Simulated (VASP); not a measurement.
Here is the system:

```yaml
crystal:
  lattice:
    - [1.75500, -3.03975, 0.00000]
    - [1.75500, 3.03975, 0.00000]
    - [0.00000, 0.00000, 5.66222]
  atoms:
    - { symbol: In, position: [0.66667, 0.33333, 0.49992] }
    - { symbol: In, position: [0.33333, 0.66667, 0.99992] }
    - { symbol: N, position: [0.66667, 0.33333, 0.87908] }
    - { symbol: N, position: [0.33333, 0.66667, 0.37908] }
```

The numbers are results of LDA (Ceperley-Alder, Perdew-Zunger), VASP's LDA PAW potentials (set 64) (plane waves; VASP), not measurements. Settings: 520 eV cut-off, 9×9×5 Γ-centred mesh, first-order Methfessel-Paxton smearing of 0.10 eV, potentials In_d N.

Unless said otherwise, spin-orbit coupling is left out, though it shifts the bands of the heavy elements here.

Task: Predict the energy per atom (σ→0), band gap (on the k-mesh) with the smallest direct gap where there is one.

Result: 
| Item | Result |
|---|---|
| band gap (on the k-mesh) | none (metal, semimetal or under 0.01 eV) |
| energy per atom (σ→0) | -6.184 eV/atom |

The compound is InN in the wurtzite structure. It was relaxed first. The start is the result of an earlier pass.
